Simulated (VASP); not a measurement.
## VASP 6.6.1 run: GaSb

INCAR

```
EDIF = 1E-7
NELM = 78
ENCUT = 520
LREAL = .FALSE.
ISIF = 2
LASPH = .TRUE.
PREC = Accurate
IBRION = -1
GGA = PE
SIGMA = 0.02
NSW = 0
NBANDS = 16
LWAVE = .FALSE.
LCHARG = .FALSE.
ISMEAR = -1
```

KPOINTS

```
KPOINTS created by Atomic Simulation Environment
0
Gamma
8 8 8
0 0 0
```

POSCAR

```
Ga Sb
 1.0000000000000000
     0.0000000000000000    3.0658848221000001    3.1802423260000001
     3.0658848221000001    0.0000000000000000    3.1802423260000001
     3.0658848221000001    3.0658848221000001    0.0000000000000000
 Ga  Sb
   1   1
Cartesian
  0.0000000000000000  0.0000000000000000  0.0000000000000000
  1.5329424110500001  1.5329424110500001  1.5901211629999998
```

The recommended PBE PAW datasets give the neutral cell 18 valence electrons.

Command

```
mpirun -np 1 vasp_std
```

Question: How does this run end, and what does it give?

Answer: It converged. Results: gap between bands v and c on the k mesh 0.00 eV; least direct gap on the k mesh 0.00 eV; pressure 0.5 GPa. Band v is the last that the valence electrons fill when counted band by band, and c is the next.

OSZICAR

```
N       E                     dE             d eps       ncg     rms          rms(c)
DAV:   1     0.842090958638E+02    0.84209E+02   -0.85612E+03  1912   0.135E+03
DAV:   2    -0.832573333975E+00   -0.85042E+02   -0.81759E+02  2216   0.306E+02
DAV:   3    -0.728674035950E+01   -0.64542E+01   -0.64389E+01  2264   0.654E+01
DAV:   4    -0.740537696450E+01   -0.11864E+00   -0.11862E+00  2408   0.100E+01
DAV:   5    -0.740799519947E+01   -0.26182E-02   -0.26182E-02  2392   0.130E+00    0.301E+00
DAV:   6    -0.736862295385E+01    0.39372E-01   -0.61926E-02  2656   0.377E+00    0.179E+00
DAV:   7    -0.735768568283E+01    0.10937E-01   -0.35042E-02  2216   0.149E+00    0.342E-01
DAV:   8    -0.735865073659E+01   -0.96505E-03   -0.42898E-03  2488   0.734E-01    0.738E-02
DAV:   9    -0.735912818457E+01   -0.47745E-03   -0.63773E-04  2280   0.200E-01    0.304E-02
DAV:  10    -0.735917963786E+01   -0.51453E-04   -0.51247E-05  1984   0.424E-02
   1 F= -.73591796E+01 E0= -.73591254E+01  d E =-.108500E-03
```

One setting is odd (misspelt tag), but here it hardly changes the result.

On sound settings PBE gives a gap of 0.00 eV on its mesh and a pressure of 0.2 GPa for the intended cell. This run's energy (σ→0) differs from it by 0 meV an atom.
